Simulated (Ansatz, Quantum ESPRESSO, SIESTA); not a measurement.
## P: 4 runs at one level of theory

```
P
1.0
     3.28373    0.00000    0.00000
     0.00000   34.85703    0.00000
     0.00000    0.00000    4.63208
P
4
Direct
  0.50000 0.97026 0.90785
  0.50000 0.02974 0.09215
  0.00000 0.02974 0.40785
  0.00000 0.97026 0.59215
```

This isn't the form of P at room conditions, which is orthorhombic.

The cell holds a layer with vacuum beside it, so values per volume hang on the cell's height.

Alike in all runs: task band structure; functional LDA; k mesh 8 × 1 × 6; occupations fermi-dirac, width 0.05 eV; no spin polarisation; no spin-orbit coupling. LDA stands for any of its common fits. Gaps are the smaller of the mesh's and the band path's.

| program and potentials | plane-wave cutoff (eV) | notes | band gap (eV) | largest force (eV/Å) |
| --- | --- | --- | --- | --- |
| Ansatz, Ansatz PAW | 420 | potentials made for PBE, which Ansatz adapts in part | 0.83 | 0.171 |
| Quantum ESPRESSO, GBRV 1.5 LDA | 612 | - | 0.84 | 0.180 |
| Ansatz, all-electron LAPW, scalar-relativistic | - | - | 0.84 | 0.174 |
| SIESTA, files PseudoDojo sr-lda-0.4.1-standard, DZP (energy shift 0.003 Ry) | - | atomic basis | 0.94 | 0.405 |

Force on atom 1 (P), eV/Å:

```json
{"program and potentials": "Ansatz, Ansatz PAW", "x": "0.000", "y": "0.036", "z": "0.167"}
{"program and potentials": "Quantum ESPRESSO, GBRV 1.5 LDA", "x": "0.000", "y": "0.032", "z": "0.177"}
{"program and potentials": "Ansatz, all-electron LAPW, scalar-relativistic", "x": "0.000", "y": "0.037", "z": "0.170"}
{"program and potentials": "SIESTA, files PseudoDojo sr-lda-0.4.1-standard, DZP (energy shift 0.003 Ry)", "x": "0.000", "y": "-0.141", "z": "0.380"}
```

The band gap spans 0.83 (Ansatz, Ansatz PAW) to 0.94 eV (SIESTA, files PseudoDojo sr-lda-0.4.1-standard, DZP (energy shift 0.003 Ry)), with all-electron results at 0.84. The paths' points differ, which is worth about 0.01 eV. Rows in atomic bases carry the error of their basis and grid, which can be large.

The functional is the same throughout but for its coding, so the spread measures potentials, basis and numerics; runs on potential files found faulty are left out.
